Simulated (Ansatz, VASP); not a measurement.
One calculation of Zr, two programs

```
CELL_PARAMETERS angstrom
-1.84427 1.86024 1.77457
1.87912 -1.87150 1.82068
1.75054 1.77777 -1.78583
ATOMIC_POSITIONS crystal
Zr 0.02239 0.99601 0.01201
```

Change from the starting cell: cell strained at random at fixed volume.

Alike in both runs: task single point; functional PBE; k mesh 10 × 10 × 10; occupations fermi-dirac, width 0.05 eV; no spin polarisation.

```csv
,VASP,Ansatz
version,VASP 6.6.1,Ansatz 0.2.0
potentials or method,"VASP PAW PBE potentials, release 64 (Zr_sv)",Ansatz PAW
plane-wave cutoff (eV),520,420
valence electrons in the cell,12,12
```

|  | VASP | Ansatz | Ansatz less VASP |
| --- | --- | --- | --- |
| gap on the k mesh at the Fermi level (eV) | none | none | - |
| pressure (GPa) | -3.3 | -3.3 | -0.03 |
| largest component of the traceless stress (GPa) | 1.40 | 1.40 | -0.007 |

A gap of «none» marks a metal or a gap that the smearing closes. With one functional, cell and mesh, what is left measures potentials, basis and numerics.
